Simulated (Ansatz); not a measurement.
The guess for PtS2 was made by a generator: random cell by space group and Wyckoff sites (P4_2/mmc, No. 131). Lengths were set from tabulated atomic sizes, so they are only a guess.

```
CELL_PARAMETERS angstrom
3.88155 0.00000 0.00000
0.00000 3.88155 0.00000
0.00000 0.00000 8.76455
ATOMIC_POSITIONS crystal
Pt 0.50000 0.00000 0.00000
Pt 0.00000 0.50000 0.50000
S 0.50000 0.50000 0.89385
S 0.50000 0.50000 0.60615
S 0.50000 0.50000 0.10615
S 0.50000 0.50000 0.39385
```

Method: Ansatz, DFT PBE, scalar-relativistic, plane waves, PAW. Cutoff 420 eV, Gaussian smearing, Γ-centred meshes. Cell and atoms relax first on a coarse mesh and then on a finer one. In between, the cell is made exact in the group found at 0.06 Å. In metals the finer mesh still leaves noise of several meV/atom or more. The steps can't lower the symmetry of their start. No spin polarisation in the relaxation; trial moments died out in a coarse test.

A guess keeps its type if space group and coordination stay and the shape of the cell changes little (axis ratios within about 15 %, angles within 6°); the volume may change.

Problem. Does it keep its structure type, or change into something else?

Solution. It keeps its type. The symmetry stays P4_2/mmc (No. 131). The volume per atom grows by 2.6 %, from 22.0 to 22.6 Å³. The shortest distance goes from 1.86 Å (S–S) to 2.02 Å (S–S). The ratio c/a of the conventional cell changes by a factor of 1.15. Counting neighbours within 15 % of an atom's shortest distance, the start has Pt 4, S 1 and the end Pt 4, S 1.

Formation energies are uncorrected and refer to the elements' standard structures at the same level.

Problem. At what energy does it end?

Solution. +0.04 eV/atom. The separate elements lie lower, so it is unstable against them.

The last run used a 10×10×4 mesh (in the run's order of axes) for its 6-atom cell and Gaussian smearing of 0.10 eV. The k mesh leaves some 4 meV/atom of noise in the energy of each metallic cell. These runs have no spin–orbit coupling, which can matter for Pt. The reference form of S is held partly by dispersion forces, which this level lacks. A structure relaxed within its symmetry needn't be a true minimum. Another cell of PtS2 relaxed alike, in P-3m1 (a cell as deposited in COD), lies 0.41 eV/atom lower, so this cell isn't the stable form at this level.
